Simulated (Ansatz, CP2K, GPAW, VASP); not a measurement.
Zn: programs and potentials compared

```xyz
2
Lattice="2.6700 0.0000 0.0000 -1.3350 2.3123 0.0000 0.0000 0.0000 4.9660" Properties=species:S:1:pos:R:3 pbc="T T T"
Zn    1.3350    0.7708    3.7245
Zn    0.0000    1.5415    1.2415
```

Alike in all runs: task single point; functional PBE; k mesh 11 × 11 × 6; occupations gaussian, width 0.05 eV; no spin polarisation; no spin-orbit coupling. Pressure is positive in compression and, in plane waves, holds the error of the finite cutoff, which Ansatz's Pulay term estimates and takes out.

| program and potentials | plane-wave cutoff (eV) | notes | pressure (GPa) |
| --- | --- | --- | --- |
| Ansatz, Ansatz PAW | 420 | Pulay term of +0.11 GPa included | -0.67 |
| VASP, PBE PAW files Zn, release 54, 520 eV | 520 | - | ? |
| CP2K, POTENTIAL_UZH Zn GTH-PBE-q12; TZVP-MOLOPT-PBE-GTH basis | - | atomic basis | -0.26 |
| GPAW, GPAW PAW data sets (gpaw-data 1.2.1) | 600 | - | -0.96 |

Estimate from the other rows what the run with VASP, PBE PAW files Zn, release 54, 520 eV gave.

Pressure -0.13 GPa. The other rows, which needn't bracket it: pressure -0.96 to -0.26.
